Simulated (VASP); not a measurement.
# AlN (P6_3mc) in VASP: G0W0 quasiparticle levels with PBEsol

Aim: the G0W0 quasiparticle levels of AlN with PBEsol.

Everything below comes from runs of VASP 6.6.1. Logs are shortened: lines on timing, memory, paths and dates and some standing lists are left out, and cuts for length are marked.

**The experiment to reproduce.**

From “Structural and optical properties of self-assembled AlN nanowires grown on SiO2/Si substrates by molecular beam epitaxy”, 2024, arxiv:2402.00216, for a bulk crystal of AlN at 0 K: band gap 6.0343 eV (an exciton energy, a little under the gap).

The runs below are set against these values where they give the same quantity.

### Step 1. Starting point

It takes space group P6_3mc (No. 186, hexagonal). Conventional cell: a = 3.113 Å, b = 3.113 Å, c = 4.981 Å, α = 90.00°, β = 90.00°, γ = 120.00°. Al (site symmetry 3m) is surrounded by 4 N at 1.89 Å. N (site symmetry 3m) is surrounded by 4 Al at 1.89 Å.

### Step 2. G0W0 quasiparticle levels, PBEsol

Contents of POSCAR:

```
AlN
1.0
    3.1130000000      0.0000000000      0.0000000000
   -1.5565000000      2.6959370820      0.0000000000
    0.0000000000      0.0000000000      4.9810000000
Al N
2 2
Direct
    0.3333333333      0.6666666667      0.0000000000
    0.6666666667      0.3333333333      0.5000000000
    0.3333333333      0.6666666667      0.3800000000
    0.6666666667      0.3333333333      0.8800000000
```

Contents of INCAR.step1:

```
PREC = Accurate ; ENCUT = 450
EDIFF = 1E-8 ; ISMEAR = 0
SIGMA = 0.01 ; LREAL = False
LASPH = True ; NELM = 80
ALGO = Normal ; LWAVE = True
LCHARG = False ; GGA = PS
KPAR = 8
```

Contents of INCAR.step2:

```
PREC = Accurate ; ENCUT = 450
EDIFF = 1E-8 ; ISMEAR = 0
SIGMA = 0.01 ; LREAL = False
LASPH = True ; NELM = 1
ALGO = Exact ; LWAVE = True
LCHARG = False ; GGA = PS
NBANDS = 208 ; LOPTICS = True
ISTART = 1 ; KPAR = 8
```

Contents of INCAR.step3:

```
PREC = Accurate ; ENCUT = 450
EDIFF = 1E-8 ; ISMEAR = 0
SIGMA = 0.01 ; LREAL = False
LASPH = True ; ALGO = EVGW0
LWAVE = False ; LCHARG = False
GGA = PS ; NELMGW = 1
NBANDS = 208 ; ENCUTGW = 150
NOMEGA = 50 ; PRECFOCK = Fast
ISTART = 1 ; NBANDSGW = 16
KPAR = 8
```

Contents of KPOINTS:

```
regular mesh
0
Gamma
  6 6 4
```

Potentials or basis: VASP PAW PBE potentials, release 64 (Al_GW, N_GW).

The run is started by

```console
> cat potpaw_PBE.64/Al_GW/POTCAR potpaw_PBE.64/N_GW/POTCAR > POTCAR
> cp INCAR.step1 INCAR
> mpirun -np 8 vasp_std > vasp.out
> cp INCAR.step2 INCAR
> mpirun -np 8 vasp_std > vasp.out
> cp INCAR.step3 INCAR
> mpirun -np 8 vasp_std > vasp.out
```

OUTCAR:

```text
PREC = Accurate
   ENCUT = 450
   EDIFF = 1E-8
   ISMEAR = 0
   LREAL = False
   LASPH = True
   GGA = PS
   NELMGW = 1
   ENCUTGW = 150
   PRECFOCK = Fast
   ISTART = 1

 ion  position               nearest neighbor table
   1  0.333  0.667  0.000-   3 1.89   4 1.89   4 1.89   4 1.89
   2  0.667  0.333  0.500-   4 1.89   3 1.89   3 1.89   3 1.89
   3  0.333  0.667  0.380-   1 1.89   2 1.89   2 1.89   2 1.89
   4  0.667  0.333  0.880-   2 1.89   1 1.89   1 1.89   1 1.89

  LATTYP: Found a hexagonal cell.
 ALAT       =     3.1130000000
 C/A-ratio  =     1.6000642467

  Lattice vectors:

 A1 = (   3.1130000000,   0.0000000000,   0.0000000000)
 A2 = (  -1.5565000000,   2.6959370820,   0.0000000000)
 A3 = (   0.0000000000,   0.0000000000,   4.9810000000)

Analysis of symmetry for initial positions (statically):
=====================================================================
 Subroutine PRICEL returns:
 Original cell was already a primitive cell.

 Routine SETGRP: Setting up the symmetry group for a
 hexagonal supercell.

 Subroutine GETGRP returns: Found 12 space group operations
 (whereof  6 operations were pure point group operations)
 out of a pool of 24 trial point group operations.

The static configuration has the point symmetry C_3v.
 The point group associated with its full space group is C_6v.

Analysis of symmetry for dynamics (positions and initial velocities):
=====================================================================
 Subroutine PRICEL returns:
 Original cell was already a primitive cell.

 Routine SETGRP: Setting up the symmetry group for a
 hexagonal supercell.

 Subroutine GETGRP returns: Found 12 space group operations
 (whereof  6 operations were pure point group operations)
 out of a pool of 24 trial point group operations.

The dynamic configuration has the point symmetry C_3v.
 The point group associated with its full space group is C_6v.

 Subroutine INISYM returns: Found 12 space group operations
 (whereof  6 operations are pure point group operations),
 and found     1 'primitive' translations

----------------------------------------------------------------------------------------

                                     Primitive cell

  volume of cell :      41.8028

  direct lattice vectors                    reciprocal lattice vectors
     3.113000000  0.000000000  0.000000000     0.321233537  0.185464269  0.000000000
    -1.556500000  2.695937082  0.000000000     0.000000000  0.370928538  0.000000000
     0.000000000  0.000000000  4.981000000     0.000000000  0.000000000  0.200762899

  length of vectors
     3.113000000  3.113000000  4.981000000     0.370928538  0.370928538  0.200762899

  position of ions in fractional coordinates (direct lattice)
     0.333333333  0.666666667  0.000000000
     0.666666667  0.333333333  0.500000000
     0.333333333  0.666666667  0.380000000
     0.666666667  0.333333333  0.880000000

  ion indices of the primitive-cell ions
   primitive index   ion index
                 1           1
                 2           2
                 3           3
                 4           4

----------------------------------------------------------------------------------------

 KPOINTS: regular mesh

Automatic generation of k-mesh.
 Grid dimensions read from file:
 generate k-points for:    6    6    4

 Generating k-lattice:

  Cartesian coordinates                     Fractional coordinates (reciprocal lattice)
     0.053538923  0.030910711  0.000000000     0.166666667  0.000000000  0.000000000
     0.000000000  0.061821423  0.000000000     0.000000000  0.166666667  0.000000000
     0.000000000  0.000000000  0.050190725     0.000000000  0.000000000  0.250000000

  Length of vectors
     0.061821423  0.061821423  0.050190725

  Shift w.r.t. Gamma in fractional coordinates (k-lattice)
     0.000000000  0.000000000  0.000000000

 Subroutine IBZKPT returns following result:
 ===========================================

 Found     21 irreducible k-points:

 Following reciprocal coordinates:
            Coordinates               Weight
  0.000000  0.000000  0.000000      1.000000
  0.166667  0.000000  0.000000      6.000000
  0.333333  0.000000  0.000000      6.000000
  0.500000  0.000000  0.000000      3.000000
  0.166667  0.166667  0.000000      6.000000
  0.333333  0.166667  0.000000     12.000000
[... 13 lines left out ...]
  0.333333  0.166667  0.500000     12.000000
  0.333333  0.333333  0.500000      2.000000
   k-points           NKPTS =     21   k-points in BZ     NKDIM =    144   number of bands    NBANDS=    208
   number of dos      NEDOS =    301   number of ions     NIONS =      4
   total plane-waves  NPLWV =  20736
   dimension x,y,z NGX =    24 NGY =   24 NGZ =   36
   dimension x,y,z NGXF=    48 NGYF=   48 NGZF=   72
   ions per type =               2   2
   NGX,Y,Z   is equivalent  to a cutoff of  12.82, 12.82, 12.02 a.u.
   NGXF,Y,Z  is equivalent  to a cutoff of  25.63, 25.63, 24.03 a.u.
 SYSTEM =  unknown system
   PREC   = accura    normal or accurate (medium, high low for compatibility)
   ISTART =      1    job   : 0-new  1-cont  2-samecut
   ICHARG =      0    charge: 1-file 2-atom 10-const
   ISPIN  =      1    spin polarized calculation?
   LNONCOLLINEAR =      F non collinear calculations
   LSORBIT =      F    spin-orbit coupling
   LASPH  =      T    aspherical Exc in radial PAW
   ENCUT  =  450.0 eV  33.07 Ry    5.75 a.u.   5.38  5.38  8.62*2*pi/ulx,y,z
   NELM   =     60;   NELMIN=  2; NELMDL=  0     # of ELM steps
   EDIFF  = 0.1E-07   stopping-criterion for ELM
   LREAL  =      F    real-space projection
   EDIFFG = 0.1E-06   stopping-criterion for IOM
   NSW    =      0    number of steps for IOM
   IBRION =     -1    ionic relax: 0-MD 1-quasi-New 2-CG
   NFREE  =      0    steps in history (QN), initial steepest desc. (CG)
   ISIF   =      0    stress and relaxation
   ISYM   =      3    0-nonsym 1-usesym 2-fastsym
   POTIM  = 0.5000    time-step for ionic-motion
   TEBEG  =    0.0;   TEEND  =   0.0 temperature during run
   PSTRESS=    0.0 pullay stress
   NELECT =      16.0000    total number of electrons
   NUPDOWN=      -1.0000    fix difference up-down
   EMIN   =  10.00;   EMAX   =-10.00  energy-range for DOS
   EFERMI =   0.00;   METHOD = LEGACY
   ISMEAR =     0;   SIGMA  =   0.01  broadening in eV -4-tet -1-fermi 0-gaus
   EFERMI_NEDOS =   21; number of points for ismear=-14 and -15
   IALGO  =     38    algorithm
   IMIX   =      4    mixing-type and parameters
     AMIX     =   0.40;   BMIX     =  1.00
     AMIX_MAG =   1.60;   BMIX_MAG =  1.00
  volume/ion in A,a.u.               =      10.45        70.52
  Fermi-wavevector in a.u.,A,eV,Ry     =   1.188629  2.246183 19.222843  1.412839
  Thomas-Fermi vector in A             =   2.324754
   LORBIT       =      0    0 simple, 1 ext, 2 COOP (PROOUT), +10 PAW based schemes
   GGA     = PS    functional components
   LHFCALC =     T    Hartree Fock is set to
   PRECFOCK=fast      Normal, Fast or Accurate (Low or Medium for compatibility)
   ENCUT4O =  -1.0   cutoff for four orbital integrals eV
   NKREDX  =     1    reduce k-point grid by
   NKREDY  =     1    reduce k-point grid by
   NKREDZ  =     1    reduce k-point grid by
   AEXX    =    1.0000 exact exchange contribution
   HFSCREEN=    0.0000 screening length (either q_TF or 0.3 A-1)
   HFSCREENC=   0.0000 screening length for correlation (either q_TF or 0.3 A-1)
   ENCUTFOCK=  -1.0 apply spherical cutoff to Coloumb kernel
   IVDW    =     0    specifies the selected vdW correction
   LEPSILON=     F    determine dielectric tensor
   LRPA    =     F    only Hartree local field effects (RPA)
   LRPAFORCE           =     F    calculate RPA forces
   ENCUTGW             = 150.0    cutoff for response function in eV
   ENCUTGWSOFT         = 120.0    soft cutoff for Coulomb kernel in GW response function in eV
   ENCUTLF             =  -1.0    cutoff for local field effects
   NELMGW              =     1    number of iterations in solving QP/BSE equation
   NELMHF              =     1    number of iterations in the inner HF iteration
   NKREDLFX            =     1    NKREDLFY  =   1   NKREDLFZ  =   1
 non-spin polarized calculation
 Gauss-broadening in eV      SIGMA  =   0.01
  energy-cutoff  :      450.00
  volume of cell :       41.80
 maximum number of plane-waves:       929
 NGX is ok and might be reduce to    24
  NGX = 14; NGY = 14; NGZ = 24
   NGX = 11   NGY = 11   NGZ = 17
 maximum number of plane-waves:       183
 NGX is ok and might be reduce to    14

 QP shifts <psi_nk| G(iteration)W_0 |psi_nk>: iteration 1
 for sc-GW calculations column KS-energies equals QP-energies in previous step
 and V_xc(KS)=  KS-energies - (<T + V_ion + V_H > + <T+V_H+V_ion>^1  + <V_x>^1)

 k-point   1 :       0.0000    0.0000    0.0000
  band No.  KS-energies  QP-energies   sigma(KS)   V_xc(KS)     V^pw_x(r,r')   Z            occupation Imag(sigma)

      1     -10.1343     -11.6831     -16.8592     -14.6978     -24.6801       0.7166       2.0000       1.2486
      2      -7.9482      -9.4288     -18.2567     -16.1978     -25.7786       0.7191       2.0000       1.0042
      3      -1.0306      -2.2538     -14.3949     -12.7031     -18.4806       0.7230       2.0000       0.2183
      4       4.1749       3.1625     -17.5432     -16.2336     -20.5258       0.7730       2.0000       0.0988
      5       4.1749       3.1625     -17.5432     -16.2336     -20.5258       0.7730       2.0000       0.0988
      6       4.8343       3.8981     -17.8912     -16.6866     -20.7174       0.7772       2.0000       0.0949
[... 8 lines left out ...]
     15      18.0759      19.1569      -9.3136     -10.6752      -4.0376       0.7939       0.0000      -0.1572
     16      18.0759      19.1569      -9.3136     -10.6752      -4.0376       0.7939       0.0000      -0.1572

 k-point   2 :       0.1667    0.0000    0.0000
  band No.  KS-energies  QP-energies   sigma(KS)   V_xc(KS)     V^pw_x(r,r')   Z            occupation Imag(sigma)

      1      -9.7842     -11.3159     -17.0076     -14.8696     -24.7710       0.7164       2.0000       1.2112
      2      -7.7583      -9.2406     -18.3908     -16.3384     -25.8816       0.7222       2.0000       0.9851
      3      -0.6113      -1.8355     -14.5394     -12.8616     -18.4886       0.7296       2.0000       0.1953
      4       2.7369       1.6229     -16.3547     -14.9014     -19.4925       0.7665       2.0000       0.1100
      5       3.5308       2.5070     -16.9141     -15.5885     -19.8520       0.7724       2.0000       0.1011
      6       3.7785       2.7235     -17.2098     -15.8412     -20.2460       0.7709       2.0000       0.1008
[... 8 lines left out ...]
     15      17.2927      18.3853     -10.0260     -11.4208      -4.6804       0.7833       0.0000      -0.1559
     16      17.6977      18.6482      -9.0158     -10.2057      -3.8201       0.7988       0.0000      -0.1713
[... 348 lines left out ...]
      5       2.3785       1.2265     -15.9751     -14.4690     -19.1554       0.7649       2.0000       0.1130
      6       2.3785       1.2265     -15.9751     -14.4690     -19.1554       0.7649       2.0000       0.1130
[... 8 lines left out ...]
     15      18.3769      19.4456     -10.3374     -11.7067      -4.8068       0.7805       0.0000      -0.2006
     16      18.3769      19.4456     -10.3374     -11.7067      -4.8068       0.7805       0.0000      -0.2006

 k-point  21 :       0.3333    0.3333    0.5000
  band No.  KS-energies  QP-energies   sigma(KS)   V_xc(KS)     V^pw_x(r,r')   Z            occupation Imag(sigma)

      1      -7.5495      -9.0346     -18.5796     -16.5425     -26.0509       0.7290       2.0000       0.9715
      2      -7.5495      -9.0346     -18.5796     -16.5425     -26.0509       0.7290       2.0000       0.9715
      3       0.1555      -1.0618     -15.1214     -13.4725     -18.9049       0.7383       2.0000       0.1665
      4       0.1555      -1.0618     -15.1214     -13.4725     -18.9049       0.7383       2.0000       0.1665
      5       1.1247      -0.1037     -15.0590     -13.4341     -18.4485       0.7559       2.0000       0.1311
      6       1.1247      -0.1037     -15.0590     -13.4341     -18.4485       0.7559       2.0000       0.1311
[... 8 lines left out ...]
     15      18.7284      19.6456      -9.2016     -10.3527      -3.9186       0.7968       0.0000      -0.1955
     16      18.7284      19.6456      -9.2016     -10.3527      -3.9186       0.7968       0.0000      -0.1955
```

It took 6.5 min on 8 MPI ranks of Intel Xeon Platinum 8375C at 2.90GHz (Ice Lake), shared host; peak memory 0.8 GiB.

What came out:

* Band gap on the k mesh, mean-field level: 4.14 eV, direct
* Quasiparticle gap: 5.82 eV
* Least direct quasiparticle gap: 5.82 eV

Levels at points of the mesh, in eV from the valence-band top:
```tsv
k point	band 6	band 7	band 8	band 9	band 10	band 11
(0.00, 0.00, 0.00)	-0.18	-0.18	0.00	4.14	6.57	10.50
(0.50, 0.00, 0.00)	-2.08	-1.80	-0.66	5.69	5.69	8.10
(0.00, 0.00, 0.50)	-0.52	-0.52	-0.52	6.38	6.38	10.23
(0.50, 0.00, 0.50)	-1.45	-1.37	-1.37	5.19	5.19	9.17
```

Caveat: bands, screening cutoff and mesh are small and nothing is extrapolated, so the quasiparticle values aren't converged.

### Step 3. How close it comes

Step 2. Measured gap of AlN: 6.0343 eV (an exciton energy, a little under the gap; 0 K; quoted in “Structural and optical properties of self-assembled AlN nanowires grown on SiO2/Si substrates by molecular beam epitaxy”, 2024, arxiv:2402.00216). This calculation gives 5.82 eV (-0.22 eV). 2 values of this kind are on record (6.034 to 6.0343 eV); this one was drawn at random. The value is that of G0W0 on PBEsol, without temperature or zero-point motion.
